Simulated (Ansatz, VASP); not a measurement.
One calculation of F, two programs

INCAR

```
PREC     = Accurate       # precision mode
ENCUT    = 520            # plane-wave cutoff, eV
EDIFF    = 1E-6           # SCF threshold, eV
ISMEAR   = 0              # smearing method
SIGMA    = 0.02           # smearing width, eV
LREAL    = F              # projectors in reciprocal space
LASPH    = T              # aspherical terms in the spheres
NELM     = 80             # most SCF steps
ALGO     = Normal         # electronic algorithm
ISIF     = 2              # what is computed and relaxed
LWAVE    = F              # write WAVECAR
LCHARG   = F              # write CHGCAR
GGA      = PE             # functional
NBANDS   = 22             # bands
```

Contents of KPOINTS:

```
regular mesh
0
Gamma
  10 10 4
```

Contents of POSCAR:

```
F
1.0
    2.3634917647     -1.7591082353      0.0000000000
    2.3634917647      1.7591082353      0.0000000000
    0.0000000000      0.0000000000      6.3518792647
F
4
Direct
    0.1253930950      0.8746069050      0.0973641246
    0.6253930950      0.3746069050      0.4026358754
    0.8746069050      0.1253930950      0.9026358754
    0.3746069050      0.6253930950      0.5973641246
```

Input for Ansatz:

```yaml
crystal:
  lattice:
    - [2.3634917647, -1.7591082353, 0.0]
    - [2.3634917647, 1.7591082353, 0.0]
    - [0.0, 0.0, 6.3518792647]
  atoms:
    - { symbol: F, position: [0.125393095, 0.874606905, 0.0973641246] }
    - { symbol: F, position: [0.625393095, 0.374606905, 0.4026358754] }
    - { symbol: F, position: [0.874606905, 0.125393095, 0.9026358754] }
    - { symbol: F, position: [0.374606905, 0.625393095, 0.5973641246] }
basis:
  ecutwfc: 420
kpoints:
  mp_grid: { grid: [10, 10, 4] }
hamiltonian:
  xc: pbe
scf:
  occupations: { method: gaussian, width: 0.02 }
output:
  forces: true
  stress: true
  eigenvalues: true
```

Alike in both runs: task single point; functional PBE; k mesh 10 × 10 × 4; occupations gaussian, width 0.02 eV; no spin polarisation.

|  | VASP | Ansatz |
| --- | --- | --- |
| version | VASP 6.6.1 | Ansatz 0.2.0 |
| potentials or method | VASP PAW PBE potentials, release 64 (F) | scalar-relativistic, plane waves, PAW |
| plane-wave cutoff (eV) | 520 | 420 |
| valence electrons in the cell | 28 | 28 |

Ansatz gave:

| Item | Value |
| --- | --- |
| gap on the k mesh at the Fermi level (eV) | 2.02 |
| least direct gap on the mesh (eV) | 2.05 |
| pressure (GPa) | -4.9 |
| largest component of the traceless stress (GPa) | 8.85 |
| rms of the force components (eV/Å) | 1.361 |

Problem. Estimate VASP's values.

Solution. gap on the k mesh at the Fermi level (eV): 1.97; least direct gap on the mesh (eV): 2.00; pressure (GPa): -4.9; largest component of the traceless stress (GPa): 8.22; rms of the force components (eV/Å): 1.238.

Atom by atom the forces differ by 0.123 eV/Å (rms over components).

Caveats: forces of over 1 eV/Å show positions far from the minimum, so gaps and moduli don't describe the material at rest. A k mesh can miss the band edges.
